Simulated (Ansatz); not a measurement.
# BN (zincblende) under strain

BN (zincblende), relaxed with r2SCAN in the PAW code Ansatz. Space group F-43m (No. 216), cubic; conventional cell a = 3.610 Å, 5.88 Å³ an atom. Around B lie 4 N at 1.56 Å; around N lie 4 B at 1.56 Å.

The axes x, y and z are those of this cell:
```yaml
crystal:
  lattice:
    - [0.00000, 1.80483, 1.80483]
    - [1.80483, 0.00000, 1.80483]
    - [1.80483, 1.80483, 0.00000]
  atoms:
    - { symbol: B, position: [0.00000, 0.00000, 0.00000] }
    - { symbol: N, position: [0.25000, 0.25000, 0.25000] }
```

Unstrained: With PBE the valence top lies at Γ and the conduction bottom at X, 4.477 eV higher; the smallest vertical gap, at Γ, is 8.852 eV. With r2SCAN the valence top lies at Γ and the conduction bottom at X, 5.003 eV higher; the smallest vertical gap, at Γ, is 9.587 eV. With HSE06 the valence top lies at Γ and the conduction bottom at X, 5.794 eV higher; the smallest vertical gap, at Γ, is 10.592 eV. Meshes: PBE 12×12×12, r2SCAN 12×12×12, HSE06 8×8×8. Strains are changes of length per length. After each strain the atoms were relaxed again with r2SCAN within the symmetry that the strain leaves, so tilts or polar shifts that break it weren't tested; points keep the names that they have in the unstrained zone. Calculated for a static, non-magnetic cell.

Changes of the least gap in eV (an overlap counts as a negative gap):

| strain | volume change (%) | space group | PBE | r2SCAN | HSE06 | G0W0@PBE (mesh) | energy rise, r2SCAN (meV/atom) |
| --- | --- | --- | --- | --- | --- | --- | --- |
| uniaxial -4.0 % along z | -4.0 | I-4m2 | -0.695 | -0.700 | -0.701 | -0.70 | 25.0 |
| uniaxial -3.0 % along z | -3.0 | I-4m2 | -0.522 | -0.524 | -0.525 | -0.52 | 13.9 |
| uniaxial -2.0 % along z | -2.0 | I-4m2 | -0.347 | -0.349 | -0.349 | -0.35 | 6.2 |
| uniaxial -1.0 % along z | -1.0 | I-4m2 | -0.172 | -0.174 | -0.174 | -0.17 | 1.5 |
| uniaxial +1.0 % along z | +1.0 | I-4m2 | -0.101 | -0.105 | -0.105 | -0.11 | 1.5 |
| uniaxial +2.0 % along z | +2.0 | I-4m2 | -0.199 | -0.207 | -0.208 | -0.22 | 5.9 |
| uniaxial +3.0 % along z | +3.0 | I-4m2 | -0.294 | -0.306 | -0.308 | -0.32 | 13.3 |
| uniaxial +4.0 % along z | +4.0 | I-4m2 | -0.387 | -0.403 | -0.405 | -0.42 | 23.4 |

Unstrained, G0W0@PBE with 49 empty bands, a screening cutoff of 150 eV and a 6×6×6 mesh gives 6.01 eV on its mesh; the band count follows the volume. G0W0 values are finite-basis, finite-mesh values.

Uniaxial -4.0 % along z, other directions held. HSE06: the gap goes from 5.794 to 5.093 eV (-0.701 eV); with r2SCAN the top three valence levels at Γ, degenerate before, become 1+2 from the top over 395 meV. Stress change with r2SCAN, compression positive: xx +8.58, yy +8.58, zz +34.45 GPa.

Uniaxial -3.0 % along z, other directions held. HSE06: the gap goes from 5.794 to 5.269 eV (-0.525 eV); with r2SCAN the top three valence levels at Γ, degenerate before, become 1+2 from the top over 298 meV. Stress change with r2SCAN, compression positive: xx +6.13, yy +6.13, zz +25.55 GPa.

Uniaxial -2.0 % along z, other directions held. HSE06: the gap goes from 5.794 to 5.445 eV (-0.349 eV); with r2SCAN the top three valence levels at Γ, degenerate before, become 1+2 from the top over 200 meV. Stress change with r2SCAN, compression positive: xx +3.89, yy +3.89, zz +16.85 GPa.

Uniaxial -1.0 % along z, other directions held. HSE06: the gap goes from 5.794 to 5.620 eV (-0.174 eV); with r2SCAN the top three valence levels at Γ, degenerate before, become 1+2 from the top over 100 meV. Stress change with r2SCAN, compression positive: xx +1.85, yy +1.85, zz +8.33 GPa.

Uniaxial +1.0 % along z, other directions held. HSE06: the gap goes from 5.794 to 5.689 eV (-0.105 eV); the X points, equivalent before, split by 176 meV, and the conduction bottom lies at those like (0, 1/2, 1/2); with r2SCAN the top three valence levels at Γ, degenerate before, become 2+1 from the top over 101 meV. Stress change with r2SCAN, compression positive: xx -1.67, yy -1.67, zz -8.15 GPa.

Uniaxial +2.0 % along z, other directions held. HSE06: the gap goes from 5.794 to 5.586 eV (-0.208 eV); the X points, equivalent before, split by 347 meV, and the conduction bottom lies at those like (0, 1/2, 1/2); with r2SCAN the top three valence levels at Γ, degenerate before, become 2+1 from the top over 204 meV. Stress change with r2SCAN, compression positive: xx -3.17, yy -3.17, zz -16.11 GPa.

Uniaxial +3.0 % along z, other directions held. HSE06: the gap goes from 5.794 to 5.486 eV (-0.308 eV); the X points, equivalent before, split by 513 meV, and the conduction bottom lies at those like (0, 1/2, 1/2); with r2SCAN the top three valence levels at Γ, degenerate before, become 2+1 from the top over 307 meV. Stress change with r2SCAN, compression positive: xx -4.52, yy -4.52, zz -23.90 GPa.

Uniaxial +4.0 % along z, other directions held. HSE06: the gap goes from 5.794 to 5.389 eV (-0.405 eV); the X points, equivalent before, split by 674 meV, and the conduction bottom lies at those like (0, 1/2, 1/2); with r2SCAN the top three valence levels at Γ, degenerate before, become 2+1 from the top over 412 meV. Stress change with r2SCAN, compression positive: xx -5.71, yy -5.71, zz -31.50 GPa.

The meshes of the hybrids are coarse, so their gaps aren't converged to the digits shown.

The splittings at Γ are without spin-orbit coupling, which regroups them where it is of like size or larger.
